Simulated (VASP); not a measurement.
Bi: band structure with LDA

Bi:

```xyz
2
Lattice="2.2679 1.3094 3.8790 -2.2679 1.3094 3.8790 0.0000 -2.6187 3.8790" Properties=species:S:1:pos:R:3 pbc="T T T"
Bi    0.0000    0.0000    2.7587
Bi    0.0000    0.0000    8.8782
```

- Program: VASP 6.6.1
- Task: band structure
- Functional: LDA
- Potentials or basis: VASP PAW LDA potentials, release 64 (Bi_d)
- Cutoff: 520 eV
- k mesh: 10 × 10 × 10
- Occupations: methfessel-paxton, width 0.1 eV
- Spin: no spin polarisation
- Further INCAR settings: ALGO = Normal; EDIFF = 1e-06; NBANDS = 22

```json
{
  "Pressure": "-1.5 GPa",
  "Largest force": "0.105 eV/Å",
  "Band gap along the path": "none (metal or under the smearing width)"
}
```

Forces on the atoms (eV/Å):
```
Bi   0.000  0.000 -0.105
Bi   0.000  0.000  0.105
```

Levels at the corners of the path, in eV from the Fermi level:
| point | band 13 | band 14 | band 15 | band 16 | band 17 | band 18 |
| --- | --- | --- | --- | --- | --- | --- |
| Γ | -1.43 | -1.19 | -1.19 | 2.80 | 3.09 | 3.09 |
| L | -1.06 | -0.94 | -0.21 | -0.18 | 0.44 | 0.83 |
| L | -1.06 | -0.94 | -0.21 | -0.18 | 0.44 | 0.83 |
| B1 | -4.10 | -4.04 | -0.23 | 0.71 | 5.19 | 5.19 |
| B | -4.10 | -4.04 | -0.23 | 0.71 | 5.19 | 5.19 |
| Z | -0.77 | -0.46 | -0.46 | 0.56 | 0.56 | 0.62 |
| Z | -0.77 | -0.46 | -0.46 | 0.56 | 0.56 | 0.62 |
| Γ | -1.43 | -1.19 | -1.19 | 2.80 | 3.09 | 3.09 |
| Γ | -1.43 | -1.19 | -1.19 | 2.80 | 3.09 | 3.09 |
| X | -4.40 | -2.45 | -2.45 | 3.11 | 3.20 | 4.74 |
| Q | -4.40 | -2.45 | -2.45 | 3.11 | 3.20 | 4.74 |
| F | -4.76 | -3.04 | -2.92 | 2.55 | 5.05 | 5.40 |
| F | -4.76 | -3.04 | -2.92 | 2.55 | 5.05 | 5.40 |
| P1 | -4.47 | -2.44 | -2.41 | 3.02 | 3.56 | 4.58 |
| P1 | -4.47 | -2.44 | -2.41 | 3.02 | 3.56 | 4.58 |
| Z | -0.77 | -0.46 | -0.46 | 0.56 | 0.56 | 0.62 |
| L | -1.06 | -0.94 | -0.21 | -0.18 | 0.44 | 0.83 |
| P | -4.47 | -2.44 | -2.41 | 3.02 | 3.56 | 4.58 |

Run time: 56 s on 4 MPI ranks on Intel(R) Xeon(R) 6975P-C (Granite Rapids), with other jobs on the host, peak memory 0.35 GiB a rank.

Caveat: spin-orbit coupling is left out, which moves the levels of the heavy elements.
